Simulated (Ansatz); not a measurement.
Input of an Ansatz 0.2.0 run:

Contents of input.yaml:

```yaml
crystal:
  lattice:
    - [0.0, 2.768834, 2.768834]
    - [2.768834, 0.0, 2.768834]
    - [2.768834, 2.768834, 0.0]
  atoms:
    - { symbol: In, position: [0.0, 0.0, 0.0] }
    - { symbol: P, position: [0.5, 0.5, 0.5] }
kpoints:
  mp_grid: { grid: [8, 8, 8] }
  band_path:
    path:
      - [0.0, 0.0, 0.0]
      - [0.5, 0.0, 0.5]
      - [0.5, 0.25, 0.75]
      - [0.375, 0.375, 0.75]
      - [0.0, 0.0, 0.0]
      - [0.5, 0.5, 0.5]
      - [0.625, 0.25, 0.625]
      - [0.5, 0.25, 0.75]
    npoints: 8
scf:
  occupations: { method: fermi_dirac, width: 0.05 }
hamiltonian:
  xc: pbe
  pseudopotentials: { kind: all_electron, lapw: { basis_error: 0.001 } }
output:
  forces: true
  stress: true
  eigenvalues: true
```

Potentials or basis: all-electron LAPW, scalar-relativistic.

Launch:

```sh
$ ansatz run input.yaml --threads 1 --pin off --max-ram 3072MiB --backend cpu --events-out ev --progress --plain --runs-dir out
```

Problem. Predict the pressure.

Solution. 0.0 GPa.

Problem. Estimate the band gap along the path.

Solution. None (metal or under the smearing width).

Levels at the corners of the path, in eV from the Fermi level:
```
point  band 15  band 16  band 17  band 18  band 19  band 20
    Γ    -0.37    -0.37    -0.37     0.42     6.98     6.98
    X    -5.04    -2.61    -2.43    -2.43     3.74     9.77
    W    -4.81    -3.97    -3.97     2.29     4.48     6.61
    K    -5.18    -4.47    -1.76     0.05     5.33     6.87
    Γ    -0.37    -0.37    -0.37     0.42     6.98     6.98
    L    -6.74     0.05     0.05     2.39     3.30     3.30
    U    -5.18    -4.47    -1.76     0.05     5.33     6.87
    W    -4.81    -3.97    -3.97     2.29     4.48     6.61
```

Caveat: spin-orbit coupling is left out, which moves the levels of the heavy elements.
